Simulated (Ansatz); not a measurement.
The system is Zn.

```xyz
1
Lattice="0.0000 1.9648 1.9648 1.9648 0.0000 1.9648 1.9648 1.9648 0.0000" Properties=species:S:1:pos:R:3 pbc="T T T"
Zn    0.0000    0.0000    0.0000
```

This isn't the form of Zn at room conditions, which is hcp.

| Item | Value |
| --- | --- |
| Program | Ansatz 0.2.0 |
| Task | relaxation of cell and atoms |
| Functional | LDA |
| Potentials or basis | JTH PAW LDA |
| Cutoff | 960 eV |
| Density cutoff | 4800 eV |
| k mesh | 10 × 10 × 10 |
| Occupations | fermi-dirac, width 0.1 eV |
| Spin | no spin polarisation |

At the start: pressure -8.7 GPa; volume 15.17 Å³/atom.

Question: How do energy, volume and symmetry change on relaxing?

Answer: Over 10 steps the energy falls by 52.5 meV/atom and the volume is 13.47 Å³/atom (-11.2 %); space group Fm-3m (No. 225, to 0.05 Å).

The path:
```csv
step,energy change (eV),largest force (eV/Å),pressure (GPa),volume (Å³)
1,0.0000,0.0000,-8.68,15.17
2,-0.0185,0.0000,-7.37,14.80
3,-0.0427,0.0000,-4.36,14.15
4,-0.0523,0.0000,0.73,13.37
5,-0.0524,0.0000,0.68,13.38
6,-0.0524,0.0000,0.59,13.39
7,-0.0525,0.0000,0.46,13.40
8,-0.0525,0.0000,0.30,13.42
9,-0.0525,0.0000,0.12,13.45
10,-0.0525,0.0000,-0.06,13.47
```

Final structure:
```yaml
crystal:
  lattice:
    - [0.00000, 1.88856, 1.88856]
    - [1.88856, 0.00000, 1.88856]
    - [1.88856, 1.88856, 0.00000]
  atoms:
    - { symbol: Zn, position: [0.00000, 0.00000, 0.00000] }
```

Caveat: the thresholds are loose for stress.
